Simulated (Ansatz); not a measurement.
**Ca in Ansatz: the effect of functional**

Crystal: Ca.

```
Ca
1.0
     3.98000    0.00000    0.00000
    -1.99000    3.44678    0.00000
     0.00000    0.00000    6.52000
Ca
2
Cartesian
  1.9900 1.1489 4.8900
  0.0000 2.2979 1.6300
```

This isn't the form of Ca at room conditions, which is fcc.

Alike in all runs:

```yaml
Program: Ansatz 0.2.0
Task: band structure
Potentials_or_basis: all-electron LAPW, scalar-relativistic
Basis_error_allowed: 0.001 eV/atom
k_mesh: 8 × 8 × 4
Occupations: fermi-dirac, width 0.05 eV
Spin: no spin polarisation
```

```csv
functional,cutoff,pressure (GPa)
LDA,78 eV (chosen from the basis error),?
PBE,77 eV (chosen from the basis error),-0.8
PBEsol,78 eV (chosen from the basis error),-1.4
RPBE,77 eV (chosen from the basis error),0.0
revPBE,77 eV (chosen from the basis error),-0.2
BLYP,78 eV (chosen from the basis error),-0.6
```

Task: What does the run with functional LDA give?

Result: Pressure -2.3 GPa.

Caveats: the cell was measured hot, at 723 K.
